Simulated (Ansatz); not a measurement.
The calculation used DFT PBE, scalar-relativistic, plane waves, PAW in Ansatz. Settings: cutoff 420 eV, Γ-centred meshes spaced at most about 0.3 Å⁻¹, and about 0.25 Å⁻¹ or finer for metals (2π included), Gaussian smearing. No spin polarisation in the final relaxations.

These are static total energies at zero pressure. All come from trial cells, and lower structures may exist.

Question: Order these relaxed structures of Mg by energy, lowest first, with the energy over the lowest of them.
A. Space group Fddd (No. 70), orthorhombic, a = 3.138 Å, b = 5.555 Å, c = 10.729 Å. Around Mg lie 10 Mg at 3.12–3.19 Å and 4 Mg at 3.83 Å.
B. Space group Fm-3m (No. 225), cubic, a = 4.523 Å. Mg has 12 Mg at 3.20 Å.

Answer: B (0 meV/atom), A (35 meV/atom). Forms: B fcc type, Fm-3m; A Fddd. Counting all near atoms (those within 1.25 times the shortest distance at each site; a plus sign parts nearer from farther groups): B has Mg 12; A has Mg 10+4.

Cells relaxed within their symmetry can be saddle points. The Fm-3m cell of Mg came from shaking the Fddd one. The part of the Crystallography Open Database at hand lists Mg in space groups No. 194, 229; no cell shown has one of them. Some structure types and database cells were kept out of the candidates from the start, so a known form may be missing.
